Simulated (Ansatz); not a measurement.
Co:

```
Co
1.0
     2.47200    0.00000    0.00000
    -1.23600    2.14081    0.00000
     0.00000    0.00000    4.02114
Co
2
Cartesian
  1.2360 0.7136 3.0159
  0.0000 1.4272 1.0053
```

Base run:

* Program: Ansatz 0.2.0
* Functional: PBEsol
* Potentials or basis: all-electron LAPW, non-relativistic
* Cutoff: 315 eV (chosen from the basis error)
* Basis error allowed: 0.001 eV/atom
* k mesh: 12 × 12 × 7
* Occupations: fermi-dirac, width 0.05 eV
* Spin: collinear spin, ferromagnetic start
* Starting moments: [2.0, 2.0] μB

Its results: pressure -2.0 GPa; net moment 3.16 μB per cell; site moments Co +1.63 μB.

Q: After a change of settings the same cell gave: pressure 9.1 GPa; net moment 3.23 μB per cell; site moments Co +1.67 μB. Which change was it?
A. potentials or basis from all-electron LAPW, non-relativistic to all-electron LAPW, scalar-relativistic
B. potentials or basis from all-electron LAPW, non-relativistic to all-electron LAPW, scalar-relativistic; occupations from fermi-dirac, width 0.05 eV to gaussian, width 0.1 eV
C. potentials or basis from all-electron LAPW, non-relativistic to all-electron PAW datasets made for the crystal
D. functional from PBEsol to revPBE; potentials or basis from all-electron LAPW, non-relativistic to all-electron LAPW, scalar-relativistic

A: D.

Runs at the PBE level aren't shown here.
